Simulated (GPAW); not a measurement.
BAs, 2 atoms in the cell. The structure is cubic, space group F-43m (No. 216). Conventional cell: a = 4.777 Å, b = 4.777 Å, c = 4.777 Å, α = 90.00°, β = 90.00°, γ = 90.00°. Around As (site symmetry -43m) lie 4 B at 2.07 Å. B (site symmetry -43m) is surrounded by 4 As at 2.07 Å. 

| Item | Value |
| --- | --- |
| Program | GPAW 26.7.0 |
| Task | equation of state |
| Functional | LDA |
| Potentials or basis | PAW data sets generated in the run's folder for this functional |
| Cutoff | 800 eV |
| Basis | pw |
| k mesh | 8 × 8 × 8 |
| Occupations | fermi-dirac, width 0.05 eV |
| Spin | no spin polarisation |
| Maxiter | 150 |
| Eos scales | [0.94, 0.96, 0.98, 1.0, 1.02, 1.04, 1.06] |

Potentials or basis: PAW data sets generated in the run's folder for this functional, pw.

The run is started by

```bash
$ gpaw-setup -f LDA As B
$ OMP_NUM_THREADS=1 python run.py
```

Hardware: 1 thread of AMD EPYC 9R45 96-Core Processor (Zen 5), with other jobs on the host.

Task: How long does it take, and how much memory?

Result: It took 23 s on 1 thread of AMD EPYC 9R45 96-Core Processor (Zen 5), with other jobs on the host, peak memory 0.22 GiB. Counts: scf iterations 63, plane waves 1363, bands 11, k points 29.
